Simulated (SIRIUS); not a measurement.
# BP in SIRIUS: the effect of functional

Crystal: BP.

```
B P
1.0
     3.19814    0.00000    0.00000
    -1.59907    2.76967    0.00000
     0.00000    0.00000    6.97390
B P
2 2
Direct
  0.66667 0.33333 0.00000
  0.33333 0.66667 0.50000
  0.33333 0.66667 0.00000
  0.00000 0.00000 0.50000
```

The cell was built by a generator and needn't be a form met in nature.

Alike in all runs:

| Property | Result |
| --- | --- |
| Program | SIRIUS 7.10.0 |
| Task | single point |
| Potentials or basis | PseudoDojo 0.4.1 PBE standard (scalar relativistic) |
| Cutoff | 1054 eV |
| Density cutoff | 4214 eV |
| k mesh | 7 × 7 × 3 |
| Occupations | fermi-dirac, width 0.05 eV |
| Spin | no spin polarisation |

```csv
functional,gap on the mesh (eV),pressure (GPa)
LDA,0.79,0.9
PBE,0.85,2.7
PBEsol,0.80,1.2
RPBE,0.88,3.6
revPBE,0.87,3.3
BLYP,0.92,6.0
PW91,0.85,2.6
AM05,0.81,1.5
SOGGA11,?,?
B97-D,0.95,4.0
XLYP,0.93,6.3
```

Problem. What does the run with functional SOGGA11 give?

Solution. gap on the mesh 0.75 eV; pressure -0.4 GPa.

Caveats: an odd mesh through Γ misses points on the zone boundary, where band edges often lie; the potentials were made for another functional, which shifts forces and pressure (some runs); this functional lacks dispersion, which binds the layers, so the pressure and a relaxed spacing across them are unreliable (some runs).
